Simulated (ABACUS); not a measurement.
# Tc (Fm-3m) in ABACUS: further runs, part 2 of 2

ABACUS 3.10.1.

## 3. Single point, PBE (cell strained at random at fixed volume)

File INPUT:

```
INPUT_PARAMETERS
suffix              Tc
calculation         scf
basis_type          lcao
pseudo_dir          ./
orbital_dir         ./
symmetry            1
dft_functional      pbe
ecutwfc             100
pseudo_rcut         10
nspin               1
nbands              12
ks_solver           genelpa
smearing_method     fd
smearing_sigma      0.00367493
scf_thr             1e-07
scf_nmax            100
mixing_type         broyden
mixing_beta         0.7
cal_force           1
cal_stress          1
out_mul             1
```

File STRU:

```
ATOMIC_SPECIES
Tc 97.9072 Tc.upf

NUMERICAL_ORBITAL
Tc_confined-atom_7au_3s2p2d1f.orb

LATTICE_CONSTANT
1.8897261246

LATTICE_VECTORS
0.0478740000 1.9690460000 1.9713780000
2.0071260000 0.0345560000 1.9846960000
1.9731200000 1.9483580000 0.0685620000

ATOMIC_POSITIONS
Direct

Tc
0.0
1
-0.0067490000 -0.0068140000 0.0363110000 1 1 1
```

File KPT:

```
K_POINTS
0
Gamma
12 12 12 0 0 0
```

Potentials or basis: PseudoDojo NC SR 0.4.1 PBE standard, DZP LCAO (the cutoffs set its grid).

Command:

```sh
$ OMP_NUM_THREADS=1 mpirun -np 4 abacus > log
```

running log:

```text
ABACUS v3.10.1

               Atomic-orbital Based Ab-initio Computation at UStc

 ------------------------------------------------------------------------------------

 READING GENERAL INFORMATION
                           global_out_dir = OUT.Tc/
                           global_in_card = INPUT
                               pseudo_dir = ./
                              orbital_dir = ./
                                    DSIZE = 4
                                    GSIZE = 1

 READING UNITCELL INFORMATION
                                    ntype = 1
                  lattice constant (Bohr) = 1.88973
              lattice constant (Angstrom) = 1

 READING ATOM TYPE 1
                               atom label = Tc
                      L=0, number of zeta = 3
                      L=1, number of zeta = 2
                      L=2, number of zeta = 2
                      L=3, number of zeta = 1
             number of atom for this type = 1

                        TOTAL ATOM NUMBER = 1
DIRECT COORDINATES
    atom                   x                   y                   z     mag                  vx                  vy                  vz
taud_Tc1            0.9932510000        0.9931860000        0.0363110000  0.0000        0.0000000000        0.0000000000        0.0000000000

                          Volume (Bohr^3) = 100.076
                             Volume (A^3) = 14.8297

 Lattice vectors: (Cartesian coordinate: in unit of a_0)
            +0.047874            +1.96905            +1.97138
             +2.00713           +0.034556             +1.9847
             +1.97312            +1.94836           +0.068562
 Reciprocal vectors: (Cartesian coordinate: in unit of 2 pi/a_0)
            -0.260593           +0.254787           +0.259102
              +0.2499           -0.262073           +0.255695
            +0.258928           +0.260408           -0.266388
 The esolver type has been set to : ksdft_lcao

                PAO radial cut off (Bohr) = 10

 Read in pseudopotential file is Tc.upf
                     pseudopotential type = NC
[... 219 lines left out ...]
     Energy           Rydberg                 eV
----------------------------------------------------------
 E_KohnSham     -169.6738646381      -2308.5313607591
 E_Harris       -170.8209258429      -2324.1379290982
 E_Fermi        1.6439732062         22.3674029630
----------------------------------------------------------
[... 69 lines left out ...]
 Density error is 2.19067330007e-08
----------------------------------------------------------
     Energy           Rydberg                 eV
----------------------------------------------------------
 E_KohnSham     -169.6799788270      -2308.6145485661
 E_KS(sigma->0) -169.6796205926      -2308.6096745370
 E_Harris       -169.6799786243      -2308.6145458090
 E_band         -4.2442025797        -57.7453385501
 E_one_elec     -25.5808277503       -348.0450169607
 E_Hartree      22.9945147509        312.8564233571
 E_xc           -27.1581948815       -369.5061977831
 E_Ewald        -139.9347544772      -1903.9100091211
 E_entropy(-TS) -0.0007164688        -0.0097480583
 E_descf        0.0000000000         0.0000000000
 E_exx          0.0000000000         0.0000000000
 E_Fermi        1.6100356736         21.9056591441
----------------------------------------------------------

 charge density convergence is achieved
 final etot is -2308.6145486 eV
 EFERMI = 21.905659144 eV

 STATE ENERGY(eV) AND OCCUPATIONS    NSPIN == 1
 1/868 kpoint (Cartesian) = 0.0000 0.0000 0.0000 (423 pws)
       1       -45.1009     0.00115741
       2       -16.5562     0.00115741
       3       -16.4768     0.00115741
       4       -16.4245     0.00115741
       5        14.5449     0.00115741
       6        19.7627     0.00115741
       7        20.1925     0.00115741
       8        20.5635     0.00115741
       9        22.6111    8.63888e-10
      10        22.7983    2.04075e-11
      11        35.9557        0.00000
      12        40.6550        0.00000
[... 57 lines left out ...]
 6/868 kpoint (Cartesian) = -0.10858 0.10616 0.10796 (428 pws)
       1       -44.9117     0.00231481
       2       -17.5704     0.00231481
       3       -16.6812     0.00231481
       4       -16.6040     0.00231481
       5        16.5795     0.00231481
       6        19.6545     0.00231481
       7        20.5364     0.00231481
       8        22.3659    2.32857e-07
       9        24.1122    1.57999e-22
      10        24.5097    5.56872e-26
      11        33.2573        0.00000
      12        36.2214        0.00000

[... levels at 862 further k points ...]

 correction force for each atom along direction 1 is 3.79342e-06
 correction force for each atom along direction 2 is -5.95982e-07
 correction force for each atom along direction 3 is -3.32450e-06
------------------------------------------------------------------------------------------
 TOTAL-FORCE (eV/Angstrom)
------------------------------------------------------------------------------------------
                       Tc1         0.0000000000         0.0000000000         0.0000000000
------------------------------------------------------------------------------------------

----------------------------------------------------------------
 TOTAL-STRESS (KBAR)
----------------------------------------------------------------
       -52.1047615845        -7.5489796581       -67.8744035694
        -7.5489796581       -28.0229498607       -49.8064109687
       -67.8744035694       -49.8064109687       -24.3394204425
----------------------------------------------------------------
 TOTAL-PRESSURE: -34.822377 KBAR

 --------------------------------------------
 !FINAL_ETOT_IS -2308.6145485661181738 eV
 --------------------------------------------
```

mulliken.txt:

```text
 0
CALCULATE THE MULLIkEN ANALYSIS FOR EACH ATOM
 Total charge:	15
Decomposed Mulliken populations
0                             Zeta of Tc              Spin 1
s                                      0              1.9961
[... 26 lines left out ...]
SUM OVER M+Zeta                                       5.5509

fz^3                                   0              0.0206
fxz^2                                  0              0.0176
fyz^2                                  0              0.0176
fzx^2-zy^2                             0              0.0157
fxyz                                   0              0.0267
fx^3-3*xy^2                            0              0.0188
f3yx^2-y^3                             0              0.0186
SUM OVER M                                            0.1356
SUM OVER M+Zeta                                       0.1356

SUM OVER M+Zeta+L                                    15.0000

Total Charge on atom:                 Tc             15.0000
```

Run time: 6.7 s. Hardware: 4 MPI ranks of INTEL XEON PLATINUM 8581C at 2.30GHz (Emerald Rapids), shared host; peak memory 0.48 GiB.

What came out:

```
Free energy            : -2308.6145 eV
Pressure               : -3.5 GPa
Band gap on the k mesh : none (metal or under the smearing width)
```

Stress tensor (GPa, compression positive):
```
-5.21 -0.75 -6.79
-0.75 -2.80 -4.98
-6.79 -4.98 -2.43
```

Caveat: the atomic orbitals were generated for these runs and aren't a published set; the basis of atomic orbitals isn't converged, which shifts pressures, moduli and gaps.

## 4. Single point, PBE

Changes to INPUT since step 3:

```diff
@@ -11,3 +11,3 @@
 nspin               1
-nbands              12
+nbands              10
 ks_solver           genelpa
@@ -22 +22,4 @@
 out_mul             1
+out_chg             1
+out_pot             2
+out_elf             1
```

File STRU:

```
ATOMIC_SPECIES
Tc 97.9072 Tc.upf

NUMERICAL_ORBITAL
Tc_confined-atom_7au_2s1p1d.orb

LATTICE_CONSTANT
1.8897261246

LATTICE_VECTORS
0.0000000000 1.9500000000 1.9500000000
1.9500000000 0.0000000000 1.9500000000
1.9500000000 1.9500000000 0.0000000000

ATOMIC_POSITIONS
Direct

Tc
0.0
1
0.0000000000 0.0000000000 0.0000000000 1 1 1
```

KPT is that of step 3.

Potentials or basis: PseudoDojo NC SR 0.4.1 PBE standard, SZ LCAO (the cutoffs set its grid).

Command:

```sh
$ OMP_NUM_THREADS=1 mpirun -np 4 abacus > log
```

Run time: 1.2 s. Hardware: 4 MPI ranks of INTEL XEON PLATINUM 8581C at 2.30GHz (Emerald Rapids), shared host; peak memory 0.4 GiB.

The run converged, but some of its settings lie outside the range that counts as converged, so its numbers aren't taken as properties of the crystal.

Results:

* Free energy: -2306.5527 eV
* Pressure: 2.1 GPa
* Band gap on the k mesh: none (metal or under the smearing width)

Caveat: the atomic orbitals were generated for these runs and aren't a published set; the basis of atomic orbitals isn't converged, which shifts pressures, moduli and gaps.
